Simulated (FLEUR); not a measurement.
# ZrSe2 (P-3m1) in FLEUR: further runs

The runs below take ZrSe2 through equation of state, with PBEsol.

Program: FLEUR MaX-R8.1 (later development tree). These are calculated values, not measurements. Logs are shortened: lines on timing, memory, paths and dates and some standing lists are left out, and cuts for length are marked.

### 1 The structure

The structure is trigonal, space group P-3m1 (No. 164). The conventional cell has a = 3.798 Å, b = 3.798 Å, c = 6.192 Å, α = 90.00°, β = 90.00°, γ = 120.00°. Around Zr (site symmetry -3m) lie 6 Se at 2.68 Å. Se (site symmetry 3m) is surrounded by 3 Zr at 2.68 Å.

### 2 Equation of state, PBEsol, 24.24 Å³/atom (volume scaled by 0.94)

Input file inp.xml:

```xml
<?xml version="1.0" encoding="UTF-8" standalone="no"?>
<fleurInput fleurInputVersion="0.39">
   <comment>
      ZrSe2                                                                                               
   </comment>
   <calculationSetup>
      <cutoffs Kmax="4.69" Gmax="14.5" GmaxXC="14.5" numbands="0"/>
      <scfLoop itmax="60" minDistance="0.00001" maxIterBroyd="15" imix="Anderson" alpha="0.05" precondParam="0.0" spinf="2.0" sdNocoIR="T"/>
      <coreElectrons ctail="T" frcor="F" kcrel="0" coretail_lmax="0"/>
      <xcFunctional name="PBEs" relativisticCorrections="F"/>
      <magnetism jspins="1"/>
      <soc l_soc="F" theta="0.0" phi="0.0" spav="F"/>
      <expertModes spex="0" secvar="F"/>
      <geometryOptimization l_f="F" forcealpha="1.0" forcemix="BFGS" epsdisp="0.00001" epsforce="0.00001"/>
      <ldaU l_linMix="F" mixParam="0.05" spinf="1.0"/>
   </calculationSetup>
   <cell>
      <bzIntegration valenceElectrons="44.0" mode="hist" fermiSmearingEnergy="0.00183747">
         <kPointListSelection listName="default-1"/>
         <!-- k-points included here -->
         <xi:include xmlns:xi="http://www.w3.org/2001/XInclude" href="kpts.xml"> </xi:include>
      </bzIntegration>
      <!-- symmetry operations included here -->
      <xi:include xmlns:xi="http://www.w3.org/2001/XInclude" href="sym.xml"> </xi:include>
      <bulkLattice scale="0.9795861087">
         <bravaisMatrix>
            <row-1>    7.1771798212307996     0.0000000000000000     0.0000000000000000</row-1>
            <row-2>   -3.5885899106153998     6.2156200527653880     0.0000000000000000</row-2>
            <row-3>    0.0000000000000000     0.0000000000000000    11.7011841635231999</row-3>
         </bravaisMatrix>
      </bulkLattice>
   </cell>
   <atomSpecies>
      <species name="Zirconium (Zr)" element="Zr" atomicNumber="40">
         <mtSphere radius="2.46" gridPoints="839" logIncrement="0.015"/>
         <atomicCutoffs lmax="10" lnonsphr="10"/>
         <electronConfig flipSpins="F">
            <coreConfig>(1s1/2) (2s1/2) (2p1/2) (2p3/2) (3s1/2) (3p1/2) (3p3/2) (3d3/2) (3d5/2)</coreConfig>
            <valenceConfig>(4s1/2) (4p1/2) (4p3/2) (5s1/2) (4d3/2) (4d5/2)</valenceConfig>
            <stateOccupation state="(4d3/2)" spinUp="0.400000" spinDown="0.400000"/>
            <stateOccupation state="(4d5/2)" spinUp="0.600000" spinDown="0.600000"/>
         </electronConfig>
         <energyParameters s="5" p="5" d="4" f="4"/>
         <lo type="SCLO" l="0" n="4" eDeriv="0"/>
         <lo type="SCLO" l="1" n="4" eDeriv="0"/>
         <lo type="SCLO" l="1" n="4" eDeriv="1"/>
         <lo type="SCLO" l="2" n="4" eDeriv="2"/>
         <lo type="SCLO" l="3" n="4" eDeriv="2"/>
      </species>
      <species name="Selenium (Se)" element="Se" atomicNumber="34">
         <mtSphere radius="2.09" gridPoints="715" logIncrement="0.017"/>
         <atomicCutoffs lmax="9" lnonsphr="9"/>
         <electronConfig flipSpins="F">
            <coreConfig>(1s1/2) (2s1/2) (2p1/2) (2p3/2) (3s1/2) (3p1/2) (3p3/2)</coreConfig>
            <valenceConfig>(3d3/2) (3d5/2) (4s1/2) (4p1/2) (4p3/2)</valenceConfig>
            <stateOccupation state="(4p1/2)" spinUp="0.666667" spinDown="0.666667"/>
            <stateOccupation state="(4p3/2)" spinUp="1.333333" spinDown="1.333333"/>
         </electronConfig>
         <energyParameters s="4" p="4" d="4" f="4"/>
         <lo type="SCLO" l="2" n="3" eDeriv="0"/>
         <lo type="SCLO" l="0" n="4" eDeriv="2"/>
         <lo type="SCLO" l="1" n="4" eDeriv="2"/>
         <lo type="SCLO" l="3" n="4" eDeriv="2"/>
      </species>
   </atomSpecies>
   <atomGroups>
      <atomGroup species="Zirconium (Zr)">
         <relPos label="                   1">.0000000000 .0000000000 .0000000000</relPos>
         <force calculate="T" relaxXYZ="TTT"/>
      </atomGroup>
      <atomGroup species="Selenium (Se)">
         <relPos label="                   2">-1.000/3.000 1.000/3.000 -1.000/4.000</relPos>
         <relPos label="                   3">1.000/3.000 -1.000/3.000 1.000/4.000</relPos>
         <force calculate="T" relaxXYZ="TTT"/>
      </atomGroup>
   </atomGroups>
   <output dos="F" band="F" slice="F">
      <checks vchk="F" cdinf="F"/>
      <bandDOS minEnergy="-.5*Htr" maxEnergy="0.5*Htr" sigma="0.015" storeEVData="T"/>
      <vacuumDOS vacdos="F" integ="F" star="F" nstars="0" locx1="0.0" locy1="0.0" locx2="0.0" locy2="0.0" nstm="0" tworkf="0.0"/>
      <unfoldingBand unfoldBand="F" supercellX="1" supercellY="1" supercellZ="1"/>
      <plotting iplot="0" polar="F">
         <plot TwoD="T" vec1="  1.0  0.0  0.0" vec2="  0.0  1.0  0.0" vec3="  0.0  0.0  1.0" zero="  0.0  0.0  0.0" file="plot"/>
      </plotting>
      <chargeDensitySlicing numkpt="0" minEigenval="0.0" maxEigenval="0.0" nnne="0" pallst="F"/>
      <specialOutput eonly="F"/>
      <moessbauerParams electricFieldGradient="T" isomerShift="T" coreHyperfine="T" valenceHyperfine="T"/>
      <magneticCircularDichroism mcd="F" energyLo="-10.0" energyUp="0.0"/>
   </output>
  <!-- We include the file relax.xml here to enable relaxations (see documentation) -->
  <xi:include xmlns:xi="http://www.w3.org/2001/XInclude" href="relax.xml"> <xi:fallback/> </xi:include>
</fleurInput>
```

Potentials or basis: all-electron, FLAPW.

Command:

```bash
$ inpgen -f crystal.txt -profile fastHighL
$ # inp.xml edited to the form shown
$ mpirun -n 4 fleur_MPI -pe_per_kpt 1
```

Standard output:

```text
Welcome to FLEUR        (www.flapw.de)
      MaX-Release 8.1          (www.max-centre.eu)

 ========== k-point set info ==========
 Selected k-point list: default-1
 k-point list type: mesh
 8 x 8 x 5
 Number of k points: 40

 ------------Calculation Setup---------------------------
 Number of MPI-tasks      :            4
 Number of PE/node        :            4
 Number of OMP-threads    :            1
 Using exactly            1  PE per kpt
 k-points in parallel     :            4
 pe's per k-point         :            1
 No of k-point loops      :           10
 Using exactly            1  PE per kpt
 Using exactly            1  PE per kpt
 Eigenvalue solver        :       lapack
 Number of basis functions:          970
 Approximate size of matrices (H+S) per k-point:         0.014 GB
 --------------------------------------------------------
 Using exactly            1  PE per kpt
 Iteration:     1   Distance:       6.69163243 me/bohr^3
 Iteration:     2   Distance:       6.13583083 me/bohr^3
 Iteration:     3   Distance:       2.60078034 me/bohr^3
 Iteration:     4   Distance:       1.44609389 me/bohr^3
 Iteration:     5   Distance:       0.80693504 me/bohr^3
 Iteration:     6   Distance:       0.17764782 me/bohr^3
 Iteration:     7   Distance:       0.17548398 me/bohr^3
 Iteration:     8   Distance:       0.10828847 me/bohr^3
 Iteration:     9   Distance:       0.02068210 me/bohr^3
 Iteration:    10   Distance:       0.02247652 me/bohr^3
 Iteration:    11   Distance:       0.00375973 me/bohr^3
 Iteration:    12   Distance:       0.00076706 me/bohr^3
 Iteration:    13   Distance:       0.00056988 me/bohr^3
 Iteration:    14   Distance:       0.00004546 me/bohr^3
 Iteration:    15   Distance:       0.00001281 me/bohr^3
 Iteration:    16   Distance:       0.00001086 me/bohr^3
 Iteration:    17   Distance:       0.00000519 me/bohr^3

 ********************************************************************
 Run finished successfully
 Stop message:
   all done
 ********************************************************************
```

Run time: 41 s. Hardware: 4 MPI ranks of AMD EPYC 9R45 (Zen 5), shared host.

Results:

* Free energy: -230058.9617 eV
* Band gap on the k mesh: 0.28 eV, indirect (least direct gap 1.00 eV)
* Valence electrons inside the program's atomic spheres: Zr 9.61; Se 13.61 (radii Zr 2.46, Se 2.09 bohr)

Caveat: an odd mesh through Γ misses points on the zone boundary, where band edges often lie; this functional lacks dispersion, which binds the layers, so the pressure and a relaxed spacing across them are unreliable.

### 3 Equation of state, PBEsol, 24.75 Å³/atom (volume scaled by 0.96)

inp.xml, as its differences from that of step 2:

```diff
@@ -24,3 +24,3 @@
       <xi:include xmlns:xi="http://www.w3.org/2001/XInclude" href="sym.xml"> </xi:include>
-      <bulkLattice scale="0.9795861087">
+      <bulkLattice scale="0.9864848297">
          <bravaisMatrix>
```

Potentials or basis: all-electron, FLAPW.

Command:

```bash
$ inpgen -f crystal.txt -profile fastHighL
$ # inp.xml edited to the form shown
$ mpirun -n 4 fleur_MPI -pe_per_kpt 1
```

It took 45 s on 4 MPI ranks of AMD EPYC 9R45 (Zen 5), shared host.

Results (log left out):

| Property | Result |
| --- | --- |
| Free energy | -230058.9925 eV |
| Band gap on the k mesh | 0.31 eV, indirect (least direct gap 1.01 eV) |
| Valence electrons inside the program's atomic spheres | Zr 9.58; Se 13.60 (radii Zr 2.46, Se 2.09 bohr) |

Caveat: an odd mesh through Γ misses points on the zone boundary, where band edges often lie; this functional lacks dispersion, which binds the layers, so the pressure and a relaxed spacing across them are unreliable.

### 4 Equation of state, PBEsol, 25.27 Å³/atom (volume scaled by 0.98)

inp.xml, as its differences from that of step 3:

```diff
@@ -24,3 +24,3 @@
       <xi:include xmlns:xi="http://www.w3.org/2001/XInclude" href="sym.xml"> </xi:include>
-      <bulkLattice scale="0.9864848297">
+      <bulkLattice scale="0.9932883884">
          <bravaisMatrix>
```

Command:

```bash
$ inpgen -f crystal.txt -profile fastHighL
$ # inp.xml edited to the form shown
$ mpirun -n 4 fleur_MPI -pe_per_kpt 1
```

Wall time 47 s (4 MPI ranks of AMD EPYC 9R45 (Zen 5), shared host).

Results (log left out):

| Item | Value |
| --- | --- |
| Free energy | -230059.0052 eV |
| Band gap on the k mesh | 0.34 eV, indirect (least direct gap 1.01 eV) |
| Valence electrons inside the program's atomic spheres | Zr 9.54; Se 13.59 (radii Zr 2.46, Se 2.09 bohr) |

Caveat: an odd mesh through Γ misses points on the zone boundary, where band edges often lie; this functional lacks dispersion, which binds the layers, so the pressure and a relaxed spacing across them are unreliable.

### 5 Equation of state, PBEsol, 25.78 Å³/atom

inp.xml, as its differences from that of step 4:

```diff
@@ -24,3 +24,3 @@
       <xi:include xmlns:xi="http://www.w3.org/2001/XInclude" href="sym.xml"> </xi:include>
-      <bulkLattice scale="0.9932883884">
+      <bulkLattice scale="1.0000000000">
          <bravaisMatrix>
```

Command:

```bash
$ inpgen -f crystal.txt -profile fastHighL
$ # inp.xml edited to the form shown
$ mpirun -n 4 fleur_MPI -pe_per_kpt 1
```

Run time: 48 s. Hardware: 4 MPI ranks of AMD EPYC 9R45 (Zen 5), shared host.

The run converged. Its results:

```
Free energy                                           : -230059.0014 eV
Band gap on the k mesh                                : 0.36 eV, indirect (least direct gap 1.02 eV)
Valence electrons inside the program's atomic spheres : Zr 9.51; Se 13.58 (radii Zr 2.46, Se 2.09 bohr)
```

Caveat: an odd mesh through Γ misses points on the zone boundary, where band edges often lie; this functional lacks dispersion, which binds the layers, so the pressure and a relaxed spacing across them are unreliable.

### 6 Equation of state, PBEsol, 26.30 Å³/atom (volume scaled by 1.02)

inp.xml, as its differences from that of step 5:

```diff
@@ -24,3 +24,3 @@
       <xi:include xmlns:xi="http://www.w3.org/2001/XInclude" href="sym.xml"> </xi:include>
-      <bulkLattice scale="1.0000000000">
+      <bulkLattice scale="1.0066227096">
          <bravaisMatrix>
```

Potentials or basis: all-electron, FLAPW.

Command:

```bash
$ inpgen -f crystal.txt -profile fastHighL
$ # inp.xml edited to the form shown
$ mpirun -n 4 fleur_MPI -pe_per_kpt 1
```

It took 49 s on 4 MPI ranks of AMD EPYC 9R45 (Zen 5), shared host.

Results (log left out):

* Free energy: -230058.9828 eV
* Band gap on the k mesh: 0.38 eV, indirect (least direct gap 1.02 eV)
* Valence electrons inside the program's atomic spheres: Zr 9.49; Se 13.57 (radii Zr 2.46, Se 2.09 bohr)

Caveat: an odd mesh through Γ misses points on the zone boundary, where band edges often lie; this functional lacks dispersion, which binds the layers, so the pressure and a relaxed spacing across them are unreliable.

### 7 Equation of state, PBEsol, 26.82 Å³/atom (volume scaled by 1.04)

inp.xml, as its differences from that of step 6:

```diff
@@ -24,3 +24,3 @@
       <xi:include xmlns:xi="http://www.w3.org/2001/XInclude" href="sym.xml"> </xi:include>
-      <bulkLattice scale="1.0066227096">
+      <bulkLattice scale="1.0131594038">
          <bravaisMatrix>
```

Command:

```bash
$ inpgen -f crystal.txt -profile fastHighL
$ # inp.xml edited to the form shown
$ mpirun -n 4 fleur_MPI -pe_per_kpt 1
```

Run time: 51 s. Hardware: 4 MPI ranks of AMD EPYC 9R45 (Zen 5), shared host.

Results (log left out):

```yaml
Free_energy: -230058.9508 eV
Band_gap_on_the_k_mesh: 0.40 eV, indirect (least direct gap 1.02 eV)
Valence_electrons_inside_the_program's_atomic_spheres: Zr 9.46; Se 13.56 (radii Zr 2.46, Se 2.09 bohr)
```

Caveat: an odd mesh through Γ misses points on the zone boundary, where band edges often lie; this functional lacks dispersion, which binds the layers, so the pressure and a relaxed spacing across them are unreliable.

### 8 Equation of state, PBEsol, 27.33 Å³/atom (volume scaled by 1.06)

inp.xml, as its differences from that of step 7:

```diff
@@ -24,3 +24,3 @@
       <xi:include xmlns:xi="http://www.w3.org/2001/XInclude" href="sym.xml"> </xi:include>
-      <bulkLattice scale="1.0131594038">
+      <bulkLattice scale="1.0196128224">
          <bravaisMatrix>
```

Command:

```bash
$ inpgen -f crystal.txt -profile fastHighL
$ # inp.xml edited to the form shown
$ mpirun -n 4 fleur_MPI -pe_per_kpt 1
```

Run time: 52 s. Hardware: 4 MPI ranks of AMD EPYC 9R45 (Zen 5), shared host.

It converged, with:

```yaml
Free_energy: -230058.9069 eV
Band_gap_on_the_k_mesh: 0.42 eV, indirect (least direct gap 1.02 eV)
Valence_electrons_inside_the_program's_atomic_spheres: Zr 9.44; Se 13.55 (radii Zr 2.46, Se 2.09 bohr)
```

Caveat: an odd mesh through Γ misses points on the zone boundary, where band edges often lie; this functional lacks dispersion, which binds the layers, so the pressure and a relaxed spacing across them are unreliable.

### 9 Equation of state, PBEsol

Potentials or basis: all-electron, FLAPW.

No new run: the results of the series are fitted here.

Results:

* Equilibrium volume: 25.40 Å³/atom
* Bulk modulus at fixed shape and positions: 82 GPa
* Pressure derivative of the bulk modulus: 4.2

Energy against volume, from the lowest point:
```
volume (Å³/atom)  energy (meV/atom)
          24.237              14.52
          24.753               4.23
          25.268               0.00
          25.784               1.28
          26.300               7.48
          26.815              18.13
          27.331              32.78
```

Caveat: the cell was scaled at fixed shape and fractional positions, which overstates the stiffness of a crystal with free parameters, most of all of layers and chains; this functional lacks dispersion, which binds the layers, so the pressure and a relaxed spacing across them are unreliable.
